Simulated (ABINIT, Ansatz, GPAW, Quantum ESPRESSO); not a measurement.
## One calculation of MnS, 5 ways

```xyz
2
Lattice="0.0000 2.4735 2.4735 2.4735 0.0000 2.4735 2.4735 2.4735 0.0000" Properties=species:S:1:pos:R:3 pbc="T T T"
Mn    0.0000    0.0000    0.0000
S     3.7102    3.7102    3.7102
```

The cell is a database's computed one, not the measured one.

Alike in all runs: task band structure; functional PBEsol; k mesh 9 × 9 × 9; occupations fermi-dirac, width 0.05 eV; collinear spin, ferromagnetic start; no spin-orbit coupling. Pressure is positive in compression and, in plane waves, holds the error of the finite cutoff, which Ansatz's Pulay term estimates and takes out.

```json
{"program and potentials": "Ansatz, Ansatz PAW", "plane-wave cutoff (eV)": "420", "notes": "potentials made for PBE, which Ansatz adapts in part; Pulay term of +0.02 GPa included", "pressure (GPa)": "-3.01", "net moment per atom (μB)": "0.12"}
{"program and potentials": "GPAW, PAW data sets generated for this functional", "plane-wave cutoff (eV)": "600", "notes": "-", "pressure (GPa)": "-2.29", "net moment per atom (μB)": "0.11"}
{"program and potentials": "ABINIT, PseudoDojo NC SR PBEsol v0.4.1 standard", "plane-wave cutoff (eV)": "1306", "notes": "-", "pressure (GPa)": "-3.13", "net moment per atom (μB)": "0.14"}
{"program and potentials": "Ansatz, all-electron LAPW, scalar-relativistic", "plane-wave cutoff (eV)": "-", "notes": "-", "pressure (GPa)": "-3.00", "net moment per atom (μB)": "0.12"}
{"program and potentials": "Quantum ESPRESSO, GBRV 1.5 PBEsol", "plane-wave cutoff (eV)": "612", "notes": "-", "pressure (GPa)": "-3.17", "net moment per atom (μB)": "0.12"}
```

The pressure spans -3.17 (Quantum ESPRESSO, GBRV 1.5 PBEsol) to -2.29 GPa (GPAW, PAW data sets generated for this functional), with all-electron results at -3.00. The net moment per atom spans 0.11 (GPAW, PAW data sets generated for this functional) to 0.14 μB (ABINIT, PseudoDojo NC SR PBEsol v0.4.1 standard), with all-electron results at 0.12. The state is the one that the start led to, which needn't be the lowest.

Differences between rows come from potentials, basis sets and numerical settings, since the functional is the same but for its coding. Runs on potential files found faulty are left out.
